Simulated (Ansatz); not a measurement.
**NaCl: distorted cells**

Level of theory: Ansatz, DFT PBEsol, scalar-relativistic, plane waves, PAW.

Plane waves to 420 eV, a k mesh through Γ of 6×6×6 on the computed 2-atom cell and Gaussian smearing (0.02 eV); no spin polarisation.

Reference cell:

```
CELL_PARAMETERS angstrom
3.50219 0.00000 0.00000
0.00000 3.50219 0.00000
0.00000 0.00000 3.50219
ATOMIC_POSITIONS crystal
Na 0.00000 0.00000 0.00000
Cl 0.50000 0.50000 0.50000
```

Each variant moves atoms of this cell by the vectors given, if any (Å), and then applies a symmetric strain (tensor components, Cartesian axes). The reference cell isn't relaxed at this level. Energies are per atom at zero smearing, counted from the lowest variant. Pressure is positive in compression.

1. strain (xx yy zz yz xz xy, %) 2.82 2.82 1.32 0.00 0.00 0.00; moves: Na1 (0.000, 0.000, 0.100); Cl2 (0.000, 0.000, -0.100)
2. strain (xx yy zz yz xz xy, %) -0.59 -0.59 -0.59 1.00 -1.00 -1.00
3. strain (xx yy zz yz xz xy, %) -2.47 -2.47 -2.47 2.00 2.00 -2.00; moves: Na1 (0.087, 0.087, -0.087); Cl2 (-0.087, -0.087, 0.087)
4. strain (xx yy zz yz xz xy, %) 1.51 1.51 1.51 0.00 0.00 0.00
5. strain (xx yy zz yz xz xy, %) -1.59 -1.59 -1.59 0.00 0.00 0.00
6. no strain; moves: Cl2 (-0.066, 0.204, -0.069)
7. strain (xx yy zz yz xz xy, %) 1.31 1.31 1.31 0.00 0.00 0.00
8. strain (xx yy zz yz xz xy, %) -3.33 -3.33 -3.33 0.00 0.00 0.00

```tsv
result	ΔE (meV/atom)	P (GPa)	largest force (eV/Å)	gap on mesh (eV)
A	5.6	1.76	0.00	4.19
B	23.6	-2.31	0.01	3.59
C	8.0	-0.85	0.08	3.86
D	14.4	-2.13	0.00	3.70
E	1.4	-0.77	0.00	3.90
F	0.0	0.02	0.00	4.00
G	12.7	-2.03	0.00	3.72
H	31.6	2.18	0.48	4.15
```

(1) Which variant gave which result?

Results:

(1) A is 8, B is 1, C is 6, D is 4, E is 2, F is 5, G is 7, H is 3.

This CsCl-type form isn't the usual stable structure of the compound.